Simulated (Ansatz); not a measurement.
**LiNbO3 (cubic perovskite type): independent-particle optics**

How does LiNbO3 (cubic perovskite type) absorb light if electrons and holes don't interact? Plan: HSE06 for the gap; optics with PBE on 6×6×6; optics with r2SCAN on 6×6×6; optics with PBE and scissors to the HSE06 gap on 6×6×6; optics with PBE with spin-orbit coupling on 4×4×4.

Computed with Ansatz 0.2.0 (plane waves, PAW; no local fields, no excitons, unless a step's input says otherwise).

1 further run of the same task is left out (it didn't finish).

### 1 The system as given

It takes space group Pm-3m (No. 221, cubic). Conventional cell: a = 3.933 Å, b = 3.933 Å, c = 3.933 Å, α = 90.00°, β = 90.00°, γ = 90.00°. Li (site symmetry m-3m) is surrounded by 12 O at 2.78 Å. Nb (site symmetry m-3m) has 6 O at 1.97 Å as nearest neighbours. O (site symmetry 4/mmm) has 2 Nb at 1.97 Å and 4 Li at 2.78 Å as nearest neighbours.

Coordinates:

```xyz
5
Lattice="3.9332 0.0000 0.0000 0.0000 3.9332 0.0000 0.0000 0.0000 3.9332" Properties=species:S:1:pos:R:3 pbc="T T T"
Li    0.0000    0.0000    0.0000
Nb    1.9666    1.9666    1.9666
O     1.9666    1.9666    0.0000
O     1.9666    0.0000    1.9666
O     0.0000    1.9666    1.9666
```

The cell was relaxed beforehand with r2SCAN; those runs aren't shown.

### 2 The gap to aim at

Input file input.yaml:

```yaml
crystal:
  lattice:
    - [3.9331683584, 0.0, 0.0]
    - [0.0, 3.9331683584, 0.0]
    - [0.0, 0.0, 3.9331683584]
  atoms:
    - { symbol: Li, position: [0.0, 0.0, 0.0] }
    - { symbol: Nb, position: [0.5, 0.5, 0.5] }
    - { symbol: O, position: [0.5, 0.5, 0.0] }
    - { symbol: O, position: [0.5, 0.0, 0.5] }
    - { symbol: O, position: [0.0, 0.5, 0.5] }
kpoints:
  mp_grid: { grid: [4, 4, 4] }
  band_path:
    path: [[0.0, 0.0, 0.0], [0.0, 0.5, 0.0], [0.5, 0.5, 0.0], [0.5, 0.5, 0.5]]
    npoints: 1
hamiltonian:
  xc: hse06
scf:
  occupations: { method: fixed }
  n_extra_bands: 5
output:
  forces: true
  stress: true
  eigenvalues: true
```

The runs that follow: Optics, PBE; Optics, r2SCAN; Optics, PBE with a scissors shift; Optics, PBE with spin-orbit coupling.

Before running them: what should the planned runs give, taken together? Wanted: ε∞, PBE; ε∞, r2SCAN; ε∞, PBE with spin-orbit coupling; tallest peak of ε₂, PBE; tallest peak of ε₂, r2SCAN; tallest peak of ε₂, PBE with spin-orbit coupling; HSE06 direct gap.

The runs gave:

```
                                        quantity           value
                                         ε∞, PBE            6.17
                                      ε∞, r2SCAN            5.41
                      ε∞, PBE + 1.37 eV scissors            5.14
                ε∞, PBE with spin-orbit coupling            6.04
                         tallest peak of ε₂, PBE  8.6 at 5.45 eV
                      tallest peak of ε₂, r2SCAN  8.0 at 5.85 eV
      tallest peak of ε₂, PBE + 1.37 eV scissors  8.7 at 6.80 eV
tallest peak of ε₂, PBE with spin-orbit coupling  8.6 at 5.40 eV
                                HSE06 direct gap         3.89 eV
```

From PBE with spin-orbit coupling to PBE + 1.37 eV scissors the direct gap grows from 2.42 to 3.89 eV, and ε∞ goes from 6.04 to 5.14. Spin-orbit coupling moves the direct gap by -0.10 eV; ε∞ doesn't compare between these two runs, as the bands summed differ. The meshes differ between the runs, and peak heights and places move with the mesh, so part of any difference isn't the level's. Local fields and excitons are left out: both change ε∞, and without excitons the onset lacks its lines.
